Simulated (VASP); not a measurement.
# Al (Im-3m) in VASP: further runs

Runs on Al. Level: PBEsol. Tasks: single point.

Program: VASP 6.6.1. These are calculated values, not measurements. Logs are shortened: lines on timing, memory, paths and dates and some standing lists are left out, and cuts for length are marked.

## (1) The structure

It takes space group Im-3m (No. 229, cubic). The conventional cell has a = 3.182 Å, b = 3.182 Å, c = 3.182 Å, α = 90.00°, β = 90.00°, γ = 90.00°. Around Al (site symmetry m-3m) lie 8 Al at 2.76 Å.

This isn't the form of Al at room conditions, which is fcc.

## (2) Single point, PBEsol

File INCAR:

```
ADDGRID = F
ALGO = Normal
EDIFF = 1E-7
ENCUT = 400
GGA = PS
ISIF = 2
ISMEAR = 1
LASPH = T
LCHARG = F
LREAL = F
LWAVE = F
NELM = 100
PREC = Accurate
SIGMA = 0.2
```

File KPOINTS:

```
k-points
0
Gamma
  10 10 10
```

File POSCAR:

```
Al
1.0
   -1.5912186900      1.5912186900      1.5912186900
    1.5912186900     -1.5912186900      1.5912186900
    1.5912186900      1.5912186900     -1.5912186900
Al
1
Direct
    0.0000000000      0.0000000000      0.0000000000
```

Potentials or basis: VASP PAW PBE potentials, release 64 (Al).

The run is started by

```sh
$ cat potpaw_PBE.64/Al/POTCAR > POTCAR
$ mpirun -np 1 vasp_std > vasp.out
```

OUTCAR:

```text
EDIFF = 1E-7
   ENCUT = 400
   GGA = PS
   ISIF = 2
   ISMEAR = 1
   LASPH = T
   LREAL = F
   NELM = 100
   PREC = Accurate

 Found     47 irreducible k-points:

 Following reciprocal coordinates:
            Coordinates               Weight
  0.000000  0.000000  0.000000      1.000000
  0.100000  0.000000  0.000000     12.000000
  0.200000  0.000000  0.000000     12.000000
  0.300000  0.000000  0.000000     12.000000
  0.400000  0.000000  0.000000     12.000000
  0.500000  0.000000  0.000000      6.000000
   k-points           NKPTS =     47   k-points in BZ     NKDIM =     47   number of bands    NBANDS=      5
   number of dos      NEDOS =    301   number of ions     NIONS =      1
   total plane-waves  NPLWV =   5832
   dimension x,y,z NGX =    18 NGY =   18 NGZ =   18
   dimension x,y,z NGXF=    36 NGYF=   36 NGZF=   36
   ions per type =               1
   NGX,Y,Z   is equivalent  to a cutoff of  10.86, 10.86, 10.86 a.u.
   NGXF,Y,Z  is equivalent  to a cutoff of  21.72, 21.72, 21.72 a.u.
 SYSTEM =  unknown system
   PREC   = accura    normal or accurate (medium, high low for compatibility)
   ISTART =      0    job   : 0-new  1-cont  2-samecut
   ICHARG =      2    charge: 1-file 2-atom 10-const
   ISPIN  =      1    spin polarized calculation?
   LNONCOLLINEAR =      F non collinear calculations
   LSORBIT =      F    spin-orbit coupling
   LASPH  =      T    aspherical Exc in radial PAW
   ENCUT  =  400.0 eV  29.40 Ry    5.42 a.u.   4.49  4.49  4.49*2*pi/ulx,y,z
   NELM   =    100;   NELMIN=  2; NELMDL= -5     # of ELM steps
   EDIFF  = 0.1E-06   stopping-criterion for ELM
   LREAL  =      F    real-space projection
   EDIFFG = 0.1E-05   stopping-criterion for IOM
   NSW    =      0    number of steps for IOM
   IBRION =     -1    ionic relax: 0-MD 1-quasi-New 2-CG
   NFREE  =      0    steps in history (QN), initial steepest desc. (CG)
   ISIF   =      2    stress and relaxation
   ISYM   =      2    0-nonsym 1-usesym 2-fastsym
   POTIM  = 0.5000    time-step for ionic-motion
   TEBEG  =    0.0;   TEEND  =   0.0 temperature during run
   PSTRESS=    0.0 pullay stress
   NELECT =       3.0000    total number of electrons
   NUPDOWN=      -1.0000    fix difference up-down
   EMIN   =  10.00;   EMAX   =-10.00  energy-range for DOS
   EFERMI =   0.00;   METHOD = LEGACY
   ISMEAR =     1;   SIGMA  =   0.20  broadening in eV -4-tet -1-fermi 0-gaus
   EFERMI_NEDOS =   21; number of points for ismear=-14 and -15
   IALGO  =     38    algorithm
   IMIX   =      4    mixing-type and parameters
     AMIX     =   0.40;   BMIX     =  1.00
     AMIX_MAG =   1.60;   BMIX_MAG =  1.00
  volume/ion in A,a.u.               =      16.12       108.75
  Fermi-wavevector in a.u.,A,eV,Ry     =   0.934757  1.766435 11.888371  0.873771
  Thomas-Fermi vector in A             =   2.061595
   LORBIT       =      0    0 simple, 1 ext, 2 COOP (PROOUT), +10 PAW based schemes
   GGA     = PS    functional components
   LHFCALC =     F    Hartree Fock is set to
   AEXX    =    0.0000 exact exchange contribution
   IVDW    =     0    specifies the selected vdW correction
   LEPSILON=     F    determine dielectric tensor
   LRPA    =     F    only Hartree local field effects (RPA)
 non-spin polarized calculation
 Methfessel and Paxton  Order N= 1 SIGMA  =   0.20
  energy-cutoff  :      400.00
  volume of cell :       16.12
 maximum number of plane-waves:       321
 NGX is ok and might be reduce to    18
   NGX =  9   NGY =  9   NGZ =  9

 number of electron       3.0000000 magnetization

 Free energy of the ion-electron system (eV)
  ---------------------------------------------------
  ext. energy  EPLUGINS =         0.00000000
  ---------------------------------------------------
  free energy    TOTEN  =        -4.00391551 eV

  energy without entropy =       -4.00448781  energy(sigma->0) =       -4.00410628

 E-fermi :   8.1579     XC(G=0): -10.3462

 val. band max:        8.1143385712   @ k =   0.5000   0.5000   0.4000
 cond. band min:       8.1797766165   @ k =  -0.4000   0.4000   0.2000
 fundamental gap:      0.0654380453
 Fermi energy:         8.1579120639

 k-point     1 :       0.0000    0.0000    0.0000
  band No.  band energies     occupation
      1      -3.0909      2.00000
      2      21.5874      0.00000
      3      21.5874      0.00000
      4      21.5874      0.00000
      5      23.2300      0.00000

 k-point     2 :       0.1000    0.0000    0.0000
  band No.  band energies     occupation
      1      -2.7988      2.00000
      2      18.7588      0.00000
      3      20.1503      0.00000
      4      20.5599      0.00000
      5      22.1296      0.00000

 k-point     3 :       0.2000    0.0000    0.0000
  band No.  band energies     occupation
      1      -1.9261      2.00000
      2      14.5794      0.00000
      3      18.5820      0.00000
      4      18.9267      0.00000
      5      20.5506      0.00000

 k-point     4 :       0.3000    0.0000    0.0000
  band No.  band energies     occupation
      1      -0.4839      2.00000
      2      10.6296     -0.00000
      3      17.4453      0.00000
      4      17.6094      0.00000
      5      19.3299      0.00000

 k-point     5 :       0.4000    0.0000    0.0000
  band No.  band energies     occupation
      1       1.5089      2.00000
      2       7.1108      2.00000
      3      16.7640      0.00000
      4      16.7900      0.00000
      5      18.5830      0.00000

 k-point     6 :       0.5000    0.0000    0.0000
  band No.  band energies     occupation
      1       3.7926      2.00000
      2       4.3163      2.00000
      3      16.5132      0.00000
      4      16.5372      0.00000
      5      18.3325      0.00000

 [... further k-points ...]

------------------------ aborting loop because EDIFF is reached ----------------------------------------

  FORCE on cell =-STRESS in cart. coord.  units (eV):
  Direction    XX          YY          ZZ          XY          YZ          ZX
  --------------------------------------------------------------------------------------
  -------------------------------------------------------------------------------------
  Total        0.2854923      0.2854923      0.2854923     -0.0000000     -0.0000000      0.0000000
  in kB       28.3828130     28.3828130     28.3828130     -0.0000000     -0.0000000      0.0000000
  external PRESSURE =      28.3828130 kB  Pullay stress =       0.0000000 kB

 VOLUME and BASIS-vectors are now :
 -----------------------------------------------------------------------------
  energy-cutoff  :      400.00
  volume of cell :       16.12
      direct lattice vectors                 reciprocal lattice vectors
    -1.591218690  1.591218690  1.591218690     0.000000000  0.314224565  0.314224565
     1.591218690 -1.591218690  1.591218690     0.314224565  0.000000000  0.314224565
     1.591218690  1.591218690 -1.591218690     0.314224565  0.314224565  0.000000000

 POSITION                                       TOTAL-FORCE (eV/Angst)
 -----------------------------------------------------------------------------------
      0.00000      0.00000      0.00000         0.000000      0.000000      0.000000
 -----------------------------------------------------------------------------------
    total drift:                                0.000000     -0.000000     -0.000000

  FREE ENERGIE OF THE ION-ELECTRON SYSTEM (eV)
  ---------------------------------------------------
  free  energy   TOTEN  =        -4.0039155066 eV

  energy  without entropy=       -4.0044878132  energy(sigma->0) =       -4.00410628
```

It took 6.5 s on 1 thread of Intel Xeon Platinum 8375C at 2.90GHz (Ice Lake), shared host; peak memory 0.11 GiB.

The run converged, but some of its settings lie outside the range that counts as converged, so its numbers aren't taken as properties of the crystal.

What came out:

```
Free energy            : -4.0039 eV
Pressure               : 2.8 GPa
Band gap on the k mesh : none (metal or under the smearing width)
```

Caveat: the PAW data sets were made with another functional, which shifts forces and pressure a little.

## (3) Single point, PBEsol

INCAR is that of step 2.

KPOINTS is that of step 2.

File POSCAR:

```
Al
1.0
   -1.5505220000      1.6151010000      1.5901740000
    1.5972310000     -1.6159030000      1.6376860000
    1.5218560000      1.5872370000     -1.5909760000
Al
1
Direct
   -0.0427450000     -0.0166940000     -0.0578530000
```

Potentials or basis: VASP PAW PBE potentials, release 64 (Al).

The run is started by

```sh
$ cat potpaw_PBE.64/Al/POTCAR > POTCAR
$ mpirun -np 1 vasp_std > vasp.out
```

OUTCAR:

```text
EDIFF = 1E-7
   ENCUT = 400
   GGA = PS
   ISIF = 2
   ISMEAR = 1
   LASPH = T
   LREAL = F
   NELM = 100
   PREC = Accurate

 Found    504 irreducible k-points:

 Following reciprocal coordinates:
            Coordinates               Weight
  0.000000  0.000000  0.000000      1.000000
  0.100000 -0.000000  0.000000      2.000000
  0.200000 -0.000000  0.000000      2.000000
  0.300000 -0.000000  0.000000      2.000000
  0.400000 -0.000000  0.000000      2.000000
  0.500000  0.000000 -0.000000      1.000000
   k-points           NKPTS =    504   k-points in BZ     NKDIM =    504   number of bands    NBANDS=      5
   number of dos      NEDOS =    301   number of ions     NIONS =      1
   total plane-waves  NPLWV =   5832
   dimension x,y,z NGX =    18 NGY =   18 NGZ =   18
   dimension x,y,z NGXF=    36 NGYF=   36 NGZF=   36
   ions per type =               1
   NGX,Y,Z   is equivalent  to a cutoff of  10.90, 10.68, 11.03 a.u.
   NGXF,Y,Z  is equivalent  to a cutoff of  21.79, 21.37, 22.05 a.u.
 SYSTEM =  unknown system
   PREC   = accura    normal or accurate (medium, high low for compatibility)
   ISTART =      0    job   : 0-new  1-cont  2-samecut
   ICHARG =      2    charge: 1-file 2-atom 10-const
   ISPIN  =      1    spin polarized calculation?
   LNONCOLLINEAR =      F non collinear calculations
   LSORBIT =      F    spin-orbit coupling
[... 56 lines left out ...]
 cond. band min:       8.2031887021   @ k =   0.0000   0.2000   0.5000
 fundamental gap:      0.0125116655
 Fermi energy:         8.1932464271

 k-point     1 :       0.0000    0.0000    0.0000
  band No.  band energies     occupation
      1      -3.0917      2.00000
      2      21.0475      0.00000
      3      21.6467      0.00000
      4      21.9525      0.00000
      5      22.7736      0.00000
[... 33 lines left out ...]
 k-point     6 :       0.5000    0.0000   -0.0000
  band No.  band energies     occupation
      1       3.6957      2.00000
      2       4.1282      2.00000
      3      16.7243      0.00000
      4      16.8521      0.00000
      5      19.0821      0.00000

 [... further k-points ...]

------------------------ aborting loop because EDIFF is reached ----------------------------------------

  FORCE on cell =-STRESS in cart. coord.  units (eV):
  Direction    XX          YY          ZZ          XY          YZ          ZX
  --------------------------------------------------------------------------------------
  -------------------------------------------------------------------------------------
  Total        0.3433059      0.2295258      0.2805465      0.1595275     -0.0017433     -0.2761251
  in kB       34.1304774     22.8187847     27.8911180     15.8597625     -0.1733175    -27.4515594
  external PRESSURE =      28.2801267 kB  Pullay stress =       0.0000000 kB

 VOLUME and BASIS-vectors are now :
 -----------------------------------------------------------------------------
  energy-cutoff  :      400.00
  volume of cell :       16.12
      direct lattice vectors                 reciprocal lattice vectors
    -1.550522000  1.615101000  1.590174000    -0.001770503  0.312333611  0.309906003
     1.597231000 -1.615903000  1.637686000     0.316062363  0.002905701  0.305229896
     1.521856000  1.587237000 -1.590976000     0.323572133  0.315167177 -0.004603969

 POSITION                                       TOTAL-FORCE (eV/Angst)
 -----------------------------------------------------------------------------------
      1.52013      1.45255      1.63362         0.000000      0.000000      0.000000
 -----------------------------------------------------------------------------------
    total drift:                                0.000001      0.000001      0.000002

  FREE ENERGIE OF THE ION-ELECTRON SYSTEM (eV)
  ---------------------------------------------------
  free  energy   TOTEN  =        -3.9960987712 eV

  energy  without entropy=       -3.9963565356  energy(sigma->0) =       -3.99618469
```

It took 22 s on 1 thread of Intel Xeon Platinum 8375C at 2.90GHz (Ice Lake), shared host; peak memory 0.13 GiB.

These settings aren't checked as converged: the numbers below hold their error.

Results:

```yaml
Free_energy: -3.9961 eV
Pressure: 2.8 GPa
Band_gap_on_the_k_mesh: none (metal or under the smearing width)
```

Caveat: the PAW data sets were made with another functional, which shifts forces and pressure a little.

(Continued in part 2 of 2.)
